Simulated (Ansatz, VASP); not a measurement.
C, level by level in two programs

```xyz
2
Lattice="2.1690 -1.2524 0.0000 2.1690 1.2524 0.0000 -1.4061 0.0000 3.5715" Properties=species:S:1:pos:R:3 pbc="T T T"
C    -0.6831    0.0000    3.5712
C     3.6150    0.0000    0.0003
```

This is a stacking variant of graphite.

Single points on this cell with VASP 6.6.1 and Ansatz 0.2.0. Each row is one pair of runs. Alike in all rows: spin: off; k mesh: 13 × 13 × 8; smearing: fermi-dirac, width 0.05 eV.

```tsv
level	VASP's potentials, cutoff	Ansatz's potentials, cutoff	gap on the k mesh at the Fermi level (eV), VASP	gap on the k mesh at the Fermi level (eV), Ansatz	least direct gap on the mesh (eV), VASP	least direct gap on the mesh (eV), Ansatz	pressure (GPa), VASP	pressure (GPa), Ansatz
r2SCAN	VASP PAW PBE potentials, release 64 (C), 520 eV	Ansatz PAW, 500 eV	0.97	0.97	0.98	0.98	-14.0	-14.6
LDA	VASP PAW LDA potentials, release 64 (C), 520 eV	Ansatz PAW, 420 eV	0.88	?	0.89	?	-17.3	?
PBEsol	VASP PAW PBE potentials, release 64 (C), 520 eV	Ansatz PAW, 420 eV	0.90	0.90	0.91	0.91	-12.8	-13.4
```

Problem. Fill in what Ansatz gave in row 2.

Solution. gap on the k mesh at the Fermi level (eV): 0.88; least direct gap on the mesh (eV): 0.89; pressure (GPa): -18.0.

Caveats: this functional lacks dispersion, which binds the layers, so the pressure and a relaxed spacing across them are unreliable (some rows); the PAW data sets were made with another functional, which shifts forces and pressure a little (VASP); an odd mesh through Γ misses points on the zone boundary, where band edges often lie (VASP); so large a pressure means that the cell lies far from this level's equilibrium, or that cutoff or potentials fall short (VASP); odd divisions of the mesh miss points on the zone boundary, where band edges often lie, so the gap on the mesh can be too wide (Ansatz); the PAW data sets come from PBE, with cores solved anew for the run's functional, which leaves a small shift of forces and pressure (Ansatz); the pressure holds a Pulay correction of +0.7 GPa for the finite cutoff (Ansatz).
